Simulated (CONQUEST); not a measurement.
Write the native input for CONQUEST 1.3 that does the following.

```yaml
Task: single point
Functional: PBE
Potentials_or_basis: PseudoDojo NC PBE, SZP, grid cutoff 120 Ha
k_mesh: 8 × 8 × 6
Occupations: fermi-dirac, width 0.05 eV
Spin: no spin polarisation
Solver: diagonalisation
SCF_tolerance: 1e-06
```

Crystal: InAs.

```
In As
1.0
     4.26810    0.00000    0.00000
     0.00000    4.26810    0.00000
     0.00000    0.00000    6.03600
In As
2 2
Direct
  0.00000 0.00000 0.00000
  0.50000 0.50000 0.50000
  0.00000 0.50000 0.25000
  0.50000 0.00000 0.75000
```

The input as run:

Conquest_input

```
IO.Title InAs
IO.Coordinates coords.dat
IO.FractionalAtomicCoords T
IO.Iprint 2
IO.Iprint_init 1
General.NumberOfSpecies 2
General.PseudopotentialType hamann
AtomMove.TypeOfRun static
AtomMove.FullStress T
Grid.GridCutoff 120
DM.SolutionMethod diagon
Diag.MPMesh T
Diag.GammaCentred T
Diag.MPMeshX 8
Diag.MPMeshY 8
Diag.MPMeshZ 6
Diag.kT 0.00183747
minE.SCTolerance 1e-6
SC.MaxIters 100
IO.AtomChargeOutput T
%block ChemicalSpeciesLabel
1 114.820 In
2 74.920 As
%endblock
```

coords.dat

```
    8.0655335171     0.0000000000     0.0000000000
    0.0000000000     8.0655335171     0.0000000000
    0.0000000000     0.0000000000    11.4063868882
4
  0.0000000000   0.0000000000   0.0000000000 1 T T T
  0.5000000000   0.5000000000   0.5000000000 1 T T T
  0.0000000000   0.5000000000   0.2500000000 2 T T T
  0.5000000000   0.0000000000   0.7500000000 2 T T T
```

Potentials or basis: PseudoDojo NC PBE, SZP, grid cutoff 120 Ha.

The run is started by

```console
$ Conquest
```

Results of the run:

```json
{
  "Pressure": "7.0 GPa",
  "Band gap on the k mesh": "0.18 eV",
  "Mulliken charges": "In +0.51; As -0.51 e"
}
```

Caveat: the atomic basis is small; Mulliken charges move with the basis; the box holds several primitive cells, so bands are folded and the points are those of the box's own zone; spin-orbit coupling is left out, which moves the levels of the heavy elements; the basis of atomic orbitals isn't converged, which shifts pressures, moduli and gaps.

It took 48 s on 1 thread of Intel(R) Xeon(R) 6975P-C (Granite Rapids), with other jobs on the host, peak memory 0.63 GiB.
